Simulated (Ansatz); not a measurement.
A plane-wave DFT run in Ansatz 0.2.0 (scalar-relativistic PAW potentials unless the input names others): input and command.

```yaml
crystal:
  lattice:
    - [2.3876640635, 0.0, 0.0]
    - [-1.1938320318, 2.0677777347, 0.0]
    - [0.0, 0.0, 3.8014574854]
  atoms:
    - { symbol: C, position: [0.3333333333, 0.6666666667, 0.0] }
    - { symbol: C, position: [0.6666666667, 0.3333333333, 0.0] }
basis:
  ecutwfc: 420
kpoints:
  mp_grid: { grid: [30, 30, 18] }
hamiltonian:
  xc: pbe
  dispersion: d3bj
scf:
  occupations: { method: gaussian, width: 0.15 }
  mixing: { algorithm: anderson, beta: 0.005, ndim: 1 }
  max_iter: 50
output:
  forces: true
  eigenvalues: true
  stress: true
```

```bash
ansatz run input.yaml --threads 1 --pin off --max-ram 2560MiB --backend cpu --events-out ev --progress --plain --runs-dir out
```

Abridged log:
```
Pseudopotentials: kind: paw
Pseudopotential: C, paw, valence charge 4, recommended cutoff 420 eV (normal)
Functional definition: PBE
Crystal: 2 atoms, lattice volume = 18.768 Å³
Basis set: ecut = 420 eV, 373 PW (Γ), exchange–correlation on 32×32×54 points (8 copies of the dense FFT grid, shifted against one another)
Bands: 8, of which v1, the nominal top of the filled ones, is band 4 counted from 1 (3 counted from 0)
Symmetry: 24 space group operations
Space group: P6/mmm (ITA 191), of the structure as read, at distance tolerance 2.7e-5 Å
k-points: 910 of 16200
Initial density: superposition of atomic densities (neutral atoms: chi_scale 0, normalization atom), corrected by the library's trained network
Initial wavefunctions: pseudopotential atomic-orbital guess
Functional: x = pbe(κ = 0.804, μ = 0.21951497), c = pbe(β = 0.06672455)
SCF iter   1: F=—  HF=-501.991486 eV  |F-HF|=—  |Δ(HF+E_count)|=         —  Δρ=2.60e-3  dr2=2.36e-3  ethr=1.77e-3  ⟨swp⟩=4.0  Hψ=47368  notcnv=0
SCF iter   2: F=—  HF=-501.991858 eV  |F-HF|=—  |Δ(HF+E_count)|=   3.72e-4  Δρ=2.59e-3  dr2=2.44e-3  ethr=2.95e-5  ⟨swp⟩=1.5  Hψ=15321  notcnv=0
SCF iter   3: F=—  HF=-501.991867 eV  |F-HF|=—  |Δ(HF+E_count)|=   8.96e-6  Δρ=2.59e-3  dr2=2.44e-3  ethr=2.95e-5  ⟨swp⟩=1.0  Hψ=7280  notcnv=0
SCF iter   4: F=—  HF=-501.991869 eV  |F-HF|=—  |Δ(HF+E_count)|=   2.23e-6  Δρ=2.58e-3  dr2=2.43e-3  ethr=2.95e-5  ⟨swp⟩=1.0  Hψ=7280  notcnv=0
SCF iter   5: F=—  HF=-501.991871 eV  |F-HF|=—  |Δ(HF+E_count)|=   2.14e-6  Δρ=2.57e-3  dr2=2.42e-3  ethr=2.95e-5  ⟨swp⟩=1.0  Hψ=7280  notcnv=0
SCF iter   6: F=—  HF=-501.991873 eV  |F-HF|=—  |Δ(HF+E_count)|=   2.11e-6  Δρ=2.56e-3  dr2=2.41e-3  ethr=2.95e-5  ⟨swp⟩=1.0  Hψ=7280  notcnv=0
SCF iter   7: F=—  HF=-501.991875 eV  |F-HF|=—  |Δ(HF+E_count)|=   2.03e-6  Δρ=2.55e-3  dr2=2.39e-3  ethr=2.95e-5  ⟨swp⟩=1.0  Hψ=7280  notcnv=0
SCF iter   8: F=—  HF=-501.991877 eV  |F-HF|=—  |Δ(HF+E_count)|=   1.97e-6  Δρ=2.54e-3  dr2=2.38e-3  ethr=2.95e-5  ⟨swp⟩=1.0  Hψ=7280  notcnv=0
   ...
SCF iter  29: F=—  HF=-501.991913 eV  |F-HF|=—  |Δ(HF+E_count)|=   1.48e-6  Δρ=2.37e-3  dr2=2.15e-3  ethr=2.70e-5  ⟨swp⟩=1.0  Hψ=7284  notcnv=0
SCF iter  30: F=—  HF=-501.991914 eV  |F-HF|=—  |Δ(HF+E_count)|=   1.41e-6  Δρ=2.36e-3  dr2=2.14e-3  ethr=2.69e-5  ⟨swp⟩=1.0  Hψ=7284  notcnv=0
SCF iter  31: F=—  HF=-501.991916 eV  |F-HF|=—  |Δ(HF+E_count)|=   1.38e-6  Δρ=2.36e-3  dr2=2.13e-3  ethr=2.68e-5  ⟨swp⟩=1.0  Hψ=7284  notcnv=0
SCF iter  32: F=—  HF=-501.991945 eV  |F-HF|=—  |Δ(HF+E_count)|=   2.92e-5  Δρ=2.35e-3  dr2=2.12e-3  ethr=1.25e-5  ⟨swp⟩=1.9  Hψ=28859  notcnv=0
Mixer restart at iter 32: flushing history
iteration 32: the SCF's residuals had fallen too slowly under its mixing. It goes on by minimising its free energy, and can end on another state than longer mixing would; under `scf.algorithm: density_mixing` no SCF does so, but by `scf.convergence.dm_fallback`
SCF iter  33: F=—  HF=-501.992044 eV  |F-HF|=—  |Δ(HF+E_count)|=   9.93e-5  Δρ=8.36e-4  dr2=1.38e-4  ethr=1.25e-5  ⟨swp⟩=3.1  Hψ=84709  notcnv=0
SCF iter  34: F=—  HF=-501.991989 eV  |F-HF|=—  |Δ(HF+E_count)|=   5.56e-5  Δρ=3.72e-5  dr2=2.15e-7  ethr=1.73e-6  ⟨swp⟩=2.5  Hψ=37574  notcnv=0
SCF iter  35: F=-501.991989 eV  HF=-501.991989 eV  |F-HF|=2.16e-10  |Δ(HF+E_count)|=   6.32e-8  Δρ=2.50e-6  dr2=6.06e-10  ethr=1.25e-9  ⟨swp⟩=3.0  Hψ=26128  notcnv=0
SCF iter  36: F=-501.991989 eV  HF=-501.991989 eV  |F-HF|=2.16e-10  |Δ(HF+E_count)|=  4.55e-13  Δρ=2.50e-6  dr2=6.07e-10  ethr=7.58e-12  ⟨swp⟩=1.4  Hψ=26083  notcnv=0
SCF 1 converged in 36 iterations: F = -501.991989 eV  dr2 = 6.07e-10
SCF converged after 36 iterations
Free energy (F): -501.991989 eV
Harris-Foulkes:  -501.991989 eV  (|F-HF|=2.16e-10)
Internal energy: -501.991859 eV  (E = F + TS)
E sigma→0 (E₀):  -501.991924 eV
Entropy (-TS):   -0.000130 eV (-0.065 meV/atom)
Fermi energy:    6.374709 eV
  E_disp       = -0.263669  (pairwise vdW)
--- Forces (eV/Å), atoms counted from 1 ---
  atom   1  C      0.00000000     0.00000000     0.00000000
  atom   2  C      0.00000000     0.00000000     0.00000000
--- Stress (GPa, compression-positive) ---
       42.684197       0.000000       0.000000
        0.000000      42.684197       0.000000
        0.000000       0.000000      -1.350168
  P = ⅓ Tr σ = 28.0061 GPa (280.061 kbar)
```

One setting here is unusual or wrong in general: mixing far too weak (scf.mixing: not typed → {"algorithm": "anderson", "beta": 0.005, "ndim": 1}). For this cell it did little harm to the result: the run converged in 36 SCF iterations (reference: 6) with an energy at zero smearing within 0.01 meV/atom of the reference's, pressure 28.01 GPa, largest force 0.000 eV/Å, no gap on the mesh. A reference run from the same start on usual settings converged with pressure 28.01 GPa, largest force 0.000 eV/Å, no gap on the mesh.

The run took 44 s on 1 thread of Arm Neoverse V1, with other jobs on the host, peak memory 0.56 GiB.